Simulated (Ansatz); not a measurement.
The reference is CsCl in the CsCl type structure (space group Pm-3m, No. 221; a = 4.140 Å). Axes: x, y, z lie along the cube axes.

Structures relaxed with Kohn–Sham DFT with the r2SCAN functional, run in Ansatz (an electronic-structure program) with PAW and 500 eV plane waves, no spin-orbit coupling.

Base:

Simulated powder pattern, Cu Kα1, λ = 1.54056 Å (kinematic, ideal powder, no thermal factors, no anomalous dispersion; the 14 strongest lines at most, above 2 %, up to 2θ = 90°):

```tsv
2θ (°)	I/Imax (%)	hkl
21.44	37	(100)
30.51	100	(110)
37.60	12	(111)
43.69	18	(200)
49.17	17	(210)
54.22	37	(211)
63.50	11	(220)
67.85	8.4	(221)
72.08	16	(310)
76.20	4.9	(311)
80.25	3.9	(222)
84.26	3.9	(320)
88.23	19	(321)
```

After one change:

Simulated powder pattern, Cu Kα1, λ = 1.54056 Å (kinematic, ideal powder, no thermal factors, no anomalous dispersion; the 14 strongest lines at most, above 2 %, up to 2θ = 90°):

```json
[
 {"2θ (°)": "21.44", "I/Imax (%)": "18"},
 {"2θ (°)": "21.47", "I/Imax (%)": "37"},
 {"2θ (°)": "29.58", "I/Imax (%)": "27"},
 {"2θ (°)": "30.53", "I/Imax (%)": "100"},
 {"2θ (°)": "31.49", "I/Imax (%)": "23"},
 {"2θ (°)": "36.83", "I/Imax (%)": "9.7"},
 {"2θ (°)": "43.69", "I/Imax (%)": "8.9"},
 {"2θ (°)": "43.75", "I/Imax (%)": "18"},
 {"2θ (°)": "49.18", "I/Imax (%)": "8.7"},
 {"2θ (°)": "53.09", "I/Imax (%)": "20"},
 {"2θ (°)": "53.65", "I/Imax (%)": "9.5"},
 {"2θ (°)": "54.84", "I/Imax (%)": "8.9"},
 {"2θ (°)": "55.48", "I/Imax (%)": "17"},
 {"2θ (°)": "63.55", "I/Imax (%)": "11"}
]
```

Problem. Which of these changes matches the shifts?
(A) tensor shear ε_xy = −3.05 %
(B) biaxial strain +2.21 %, plane normal [001], relaxed out of plane
(C) uniaxial strain ε_yy = +2.51 %
(D) tensor shear ε_yz = −0.75 %

Solution. A, tensor shear ε_xy = −3.05 %. Its volume per atom is 35.45 Å³ against 35.49 Å³, and its space group is Cmmm (No. 65).

Stability against distortions was not tested.
